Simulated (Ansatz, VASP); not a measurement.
# One calculation of Ti3Al, two programs

```
Ti Al
1.0
     0.00000    3.27431    3.27431
     3.27431    0.00000    3.27431
     3.27431    3.27431    0.00000
Ti Al
3 1
Direct
  0.75000 0.75000 0.75000
  0.25000 0.25000 0.25000
  0.00000 0.00000 0.00000
  0.50000 0.50000 0.50000
```

The cell comes from a database or a generator and needn't be the stable form of this composition.

Alike in both runs: task single point; functional PBEsol; k mesh 6 × 6 × 6; occupations fermi-dirac, width 0.05 eV; no spin polarisation.

|  | VASP | Ansatz |
| --- | --- | --- |
| version | VASP 6.6.1 | Ansatz 0.2.0 |
| potentials or method | VASP PAW PBE potentials, release 64 (Ti_sv, Al) | plane waves, PAW |
| plane-wave cutoff (eV) | 520 | 470 |
| valence electrons in the cell | 39 | 39 |

VASP gave:

| Property | Result |
| --- | --- |
| gap on the k mesh at the Fermi level (eV) | none |
| pressure (GPa) | -8.6 |

Q: Estimate Ansatz's values.

A: gap on the k mesh at the Fermi level (eV): none; pressure (GPa): -8.5.

A gap of «none» marks a metal or a gap that the smearing closes. The functional is the same, so the differences come from potentials, cutoffs and numerics. Ansatz warned: «stress_scf_threshold_loose».

Caveats: the PAW data sets were made with another functional, which shifts forces and pressure a little (VASP).
